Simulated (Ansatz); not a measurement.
Calculated electrostatic potentials at the Li nuclei for Li7NbO6

Cell: a computed structure from the Materials Project (it need not be an observed phase), atoms as given.

Space group R3:H (No. 146); a = 5.6103, c = 14.7742 Å, γ = 120.00°.

```
site  Wyckoff  site symmetry       x       y       z
 Li1       9b              1  0.6762  0.7220  0.4476
 Li2       9b              1  0.9372  0.6206  0.5521
 Li4       3a             3.  0.0000  0.0000  0.6546
  Nb       3a             3.  0.0000  0.0000  0.0002
  O9       9b              1  0.6460  0.7005  0.5848
 O10       9b              1  0.9615  0.6189  0.4142
```

One atom of each set is listed; the run and its k-mesh use a cell of 14 atoms with edges of 5.89, 5.89, 5.89 Å.

Level of theory: DFT, PBE, plane waves and PAW, scalar-relativistic, 420 eV cutoff, Γ-centred 5×5×5 k-points, Fermi–Dirac smearing 0.02 eV (Ansatz 0.2.0).

The potential at a nucleus is that of all electrons and the other nuclei. A higher potential binds the core electrons more strongly, so differences between sites of one element are the initial-state part of core-level shifts.

Question: Rank the Li sites by the potential at the nucleus, lowest first, and give each against the lowest.
A. Li4: 6 O at 2.12–2.40 Å; also 6 Li at 2.49–2.58 Å
B. Li2: 4 O at 1.96–2.04 Å; also 1 O at 2.94 Å
C. Li1: 4 O at 1.90–2.03 Å; also 1 O at 2.95 Å

Answer: C (0.00 V), B (0.15 V), A (0.87 V).

The largest force is 0.3 eV/Å, so the atoms aren't at the calculated equilibrium and relaxing them would move these values.
